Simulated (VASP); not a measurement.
Write the native input for VASP 6.6.1 that does the following.

```yaml
Task: relaxation of cell and atoms
Functional: r2SCAN
Dispersion: rVV10
Potentials_or_basis: VASP PAW PBE potentials, release 64 (Sb)
Cutoff: 600 eV
k_mesh: 10 × 10 × 10
Occupations: gaussian, width 0.05 eV
Spin: no spin polarisation
Further_INCAR_settings: ALGO = Normal; EDIFF = 1e-06; IBRION = 2; EDIFFG = -0.01; NSW = 60; ISIF = 3
```

The structure of Sb lies in POSCAR:

```
Sb
1.0
   -1.8713408863      1.8713408863      1.8713408863
    1.8713408863     -1.8713408863      1.8713408863
    1.8713408863      1.8713408863     -1.8713408863
Sb
1
Direct
    0.0000000000      0.0000000000      0.0000000000
```

This isn't the form of Sb at room conditions, which is rhombohedral.

One way to write it, as run:

INCAR

```
SYSTEM = Sb
PREC = Accurate ; ENCUT = 600
EDIFF = 1E-6 ; ISMEAR = 0
SIGMA = 0.05 ; LREAL = .FALSE.
LASPH = .TRUE. ; NELM = 80
ALGO = Normal ; ISIF = 3
LWAVE = .FALSE. ; LCHARG = .FALSE.
METAGGA = R2SCAN ; LMIXTAU = .TRUE.
LUSE_VDW = .TRUE. ; IVDW_NL = 2
BPARAM = 11.95 ; CPARAM = 0.0093
IBRION = 2 ; NSW = 60
EDIFFG = -0.01
```

KPOINTS

```
Automatic mesh
0
G
  10 10 10
  0 0 0
```

Potentials or basis: VASP PAW PBE potentials, release 64 (Sb).

The run is started by

```bash
$ cat potpaw_PBE.64/Sb/POTCAR > POTCAR
$ mpirun -np 1 vasp_std > vasp.out
```

It gave:

| Quantity | Value |
| --- | --- |
| Relaxed volume | 26.89 Å³/atom |
| Relaxed cell | a = 3.269 Å, b = 3.269 Å, c = 3.269 Å, α = 109.47°, β = 109.47°, γ = 109.47° |
| Space group after relaxing (to 0.05 Å) | Im-3m (No. 229) |
| Energy gained by relaxing | 3.5 meV/atom |
| Ionic steps | 3 |
| Pressure after relaxing | 0.0 GPa |
| Band gap on the k mesh | none (metal or under the smearing width) |

Caveat: the PAW data sets were made with another functional, which shifts forces and pressure a little.

Wall time 100 s on 1 thread of AMD EPYC 9R45 96-Core Processor (Zen 5), with other jobs on the host, peak memory 0.24 GiB.
